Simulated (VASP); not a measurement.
Rh:

```
Rh
1.0
    -1.44717    1.44717    1.44717
     1.44717   -1.44717    1.44717
     1.44717    1.44717   -1.44717
Rh
1
Direct
  0.00000 0.00000 0.00000
```

This isn't the form of Rh at room conditions, which is fcc.

The cell isn't the ideal one: cell and atoms relaxed from a first guess.

| Quantity | Value |
| --- | --- |
| Program | VASP 6.6.1 |
| Task | relaxation of cell and atoms |
| Functional | PBE |
| Potentials or basis | VASP PAW PBE potentials, release 64 (Rh_pv) |
| Cutoff | 600 eV |
| k mesh | 16 × 16 × 16 |
| Occupations | fermi-dirac, width 0.05 eV |
| Spin | no spin polarisation |

At the start: pressure 64.9 GPa; volume 12.12 Å³/atom.

How do energy, volume and symmetry change on relaxing?

Over 8 steps the energy falls by 397.7 meV/atom and the volume is 14.47 Å³/atom (+19.4 %); space group Im-3m (No. 229, to 0.05 Å).

The path:
| step | energy change (eV) | largest force (eV/Å) | pressure (GPa) | volume (Å³) |
| --- | --- | --- | --- | --- |
| 1 | 0.0000 | 0.0000 | 64.87 | 12.12 |
| 2 | 0.9810 | 0.0000 | -32.16 | 22.94 |
| 3 | -0.3853 | 0.0000 | -7.23 | 14.99 |
| 4 | -0.3967 | 0.0000 | -2.25 | 14.62 |
| 5 | -0.3977 | 0.0000 | 0.11 | 14.47 |
| 6 | -0.3976 | 0.0000 | -0.67 | 14.52 |
| 7 | -0.3975 | 0.0000 | 1.07 | 14.41 |
| 8 | -0.3977 | 0.0000 | 0.03 | 14.47 |

Final structure:
```cif
data_structure
_symmetry_space_group_name_H-M 'P 1'
_symmetry_Int_Tables_number 1
_cell_length_a 2.6590
_cell_length_b 2.6590
_cell_length_c 2.6590
_cell_angle_alpha 109.471
_cell_angle_beta 109.471
_cell_angle_gamma 109.471
_cell_volume 14.47
loop_
_atom_site_label
_atom_site_type_symbol
_atom_site_fract_x
_atom_site_fract_y
_atom_site_fract_z
_atom_site_occupancy
Rh1 Rh 0.00000 0.00000 0.00000 1
```

Caveat: the volume moved by over 15 % at a fixed basis, so the end points are rough.
